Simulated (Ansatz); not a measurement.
## GaN (P6_3mc), clamped-ion strain scan

The calculation used DFT r2SCAN, scalar-relativistic, plane waves, PAW (Ansatz 0.2.0). The runs took a 500 eV cutoff, a Γ-centred 12×12×6 mesh and Gaussian smearing (0.05 eV). No spin polarisation. Energies are free energies at this smearing, counted from the undisturbed cell; pressure is positive in compression.

The starting cell (as given, not relaxed at this level; it stands at 1.1 GPa):

```
CELL_PARAMETERS angstrom
3.18000 0.00000 0.00000
-1.59000 2.75396 0.00000
0.00000 0.00000 5.16600
ATOMIC_POSITIONS crystal
Ga 0.33333 0.66667 0.00000
Ga 0.66667 0.33333 0.50000
N 0.33333 0.66667 0.37500
N 0.66667 0.33333 0.87500
```

The cell is strained by ε times the Voigt pattern (1, 0, 0, 0, 0, 0) (xx, yy, zz, yz, xz, xy; engineering shear) with fractional coordinates fixed.

| ε | ΔE (meV/atom) |
| --- | --- |
| -0.0600 | 64.4 |
| -0.0450 | 35.3 |
| -0.0300 | 15.4 |
| 0.0000 | 0.0 |
| 0.0150 | 2.8 |
| 0.0300 | 11.7 |
| 0.0450 | 25.9 |
| 0.0600 | 44.9 |

(1) Predict the stress summed along the pattern (GPa, tension positive) at each point.

## Answers

(1)
```tsv
ε	stress summed along the pattern (GPa, tension positive)
-0.0600	-32.28
-0.0450	-23.01
-0.0300	-14.65
0.0000	-0.40
0.0150	5.63
0.0300	11.01
0.0450	15.78
0.0600	19.99
```